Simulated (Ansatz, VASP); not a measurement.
## AlN in VASP and in Ansatz

Contents of INCAR:

```
PREC = Accurate
ENCUT = 520
EDIFF = 1E-7
ISMEAR = 0
SIGMA = 0.05
LREAL = F
LASPH = T
NELM = 100
ALGO = Normal
ISIF = 2
LWAVE = F
LCHARG = F
GGA = CA
NBANDS = 16
```

The input KPOINTS:

```
Automatic mesh
0
Gamma
  9 9 6
```

POSCAR

```
AlN
1.0
    3.0887424016      0.0000000000      0.0000000000
   -1.5443712008      2.6749293856      0.0000000000
    0.0000000000      0.0000000000      4.9437688231
Al N
2 2
Direct
    0.3236882189      0.6473764378      0.0015212672
    0.6763117811      0.3526235622      0.5015212672
    0.3419399799      0.6838799599      0.3834787328
    0.6580600201      0.3161200401      0.8834787328
```

Input for Ansatz:

```yaml
crystal:
  lattice:
    - [3.0887424016, 0.0, 0.0]
    - [-1.5443712008, 2.6749293856, 0.0]
    - [0.0, 0.0, 4.9437688231]
  atoms:
    - { symbol: Al, position: [0.3236882189, 0.6473764378, 0.0015212672] }
    - { symbol: Al, position: [0.6763117811, 0.3526235622, 0.5015212672] }
    - { symbol: "N", position: [0.3419399799, 0.6838799599, 0.3834787328] }
    - { symbol: "N", position: [0.6580600201, 0.3161200401, 0.8834787328] }
basis:
  ecutwfc: 520.0
kpoints:
  mp_grid: { grid: [9, 9, 6] }
hamiltonian:
  xc: lda
scf:
  occupations: { method: gaussian, width: 0.05 }
output:
  forces: true
  stress: true
  eigenvalues: true
```

Change from the starting cell: mode 4 frozen in at +0.000 Å and mode 5 at -0.052 Å (largest displacements).

Alike in both runs: task single point; functional LDA; k mesh 9 × 9 × 6; occupations gaussian, width 0.05 eV; no spin polarisation.

```csv
,VASP,Ansatz
version,VASP 6.6.1,Ansatz 0.2.0
potentials or method,"VASP PAW LDA potentials, release 64 (Al, N)","scalar-relativistic, plane waves, PAW"
plane-wave cutoff (eV),520,520
valence electrons in the cell,16,16
```

|  | VASP | Ansatz | Ansatz less VASP |
| --- | --- | --- | --- |
| gap on the k mesh at the Fermi level (eV) | 4.39 | 4.39 | -0.005 |
| least direct gap on the mesh (eV) | 4.39 | 4.39 | -0.005 |
| pressure (GPa) | 0.5 | -0.1 | -0.62 |
| largest component of the traceless stress (GPa) | 0.04 | 0.07 | +0.027 |
| rms of the force components (eV/Å) | 0.129 | 0.129 | +0.0002 |

Atom by atom the forces differ by 0.001 eV/Å (rms over components).

Caveats: an odd mesh through Γ misses points on the zone boundary, where band edges often lie.
